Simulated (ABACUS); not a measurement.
The system is BaTiO3.

```
Ba Ti O
1.0
     2.82737    1.63238    2.31839
    -2.82737    1.63238    2.31839
     0.00000   -3.26476    2.31839
Ba Ti O
1 1 3
Direct
  0.00000 0.00000 0.00000
  0.48450 0.48450 0.48450
  0.50860 0.01750 0.50860
  0.01750 0.50860 0.50860
  0.50860 0.50860 0.01750
```

Base run:

- Program: ABACUS 3.10.1
- Functional: PBEsol
- Potentials or basis: PseudoDojo NC SR 0.4.1 PBEsol standard
- Cutoff: 1143 eV
- Density cutoff: 4572 eV
- Basis: plane waves
- k mesh: 7 × 7 × 7
- Occupations: fermi-dirac, width 0.05 eV
- Spin: no spin polarisation

Its results: band gap on the k mesh 2.45 eV, indirect (least direct gap 2.77 eV); pressure -1.0 GPa; largest force 0.140 eV/Å.

Question: The run is repeated on the same cell with these changes: potentials or basis from PseudoDojo NC SR 0.4.1 PBEsol standard to PseudoDojo NC SR 0.5 PBE standard; k mesh from 7 × 7 × 7 to 6 × 6 × 6. What comes out?

Answer: Band gap on the k mesh 2.42 eV, indirect (least direct gap 2.78 eV); pressure -1.4 GPa; largest force 0.147 eV/Å.

Caveats: spin-orbit coupling is left out, which moves the levels of the heavy elements; this release of the barium file is off (some runs); there are fewer bands than atomic start orbitals, so a level may be missed at k points of high symmetry (some runs); an odd mesh through Γ misses points on the zone boundary, where band edges often lie (some runs); the potentials were made for another functional, which shifts forces and pressure (some runs).
